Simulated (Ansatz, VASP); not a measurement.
## Ta: VASP beside Ansatz

```xyz
1
Lattice="0.0000 2.1201 2.1201 2.1201 0.0000 2.1201 2.1201 2.1201 0.0000" Properties=species:S:1:pos:R:3 pbc="T T T"
Ta    0.0000    0.0000    0.0000
```

Alike in both runs: task single point; functional PBE; k mesh 18 × 18 × 18; occupations gaussian, width 0.05 eV; no spin polarisation.

```csv
,VASP,Ansatz
version,VASP 6.6.1,Ansatz 0.2.0
potentials or method,"VASP PAW PBE potentials, release 64 (Ta_pv)","scalar-relativistic, plane waves, PAW"
plane-wave cutoff (eV),520,600
valence electrons in the cell,11,13
```

|  | VASP | Ansatz | Ansatz less VASP |
| --- | --- | --- | --- |
| gap on the k mesh at the Fermi level (eV) | none | none | - |
| pressure (GPa) | -2.2 | -2.2 | -0.02 |

A gap of «none» marks a metal or a gap that the smearing closes. The two sets of potentials don't hold the same shells in valence.

The runs have no spin-orbit coupling, so splittings on Ta are missing.
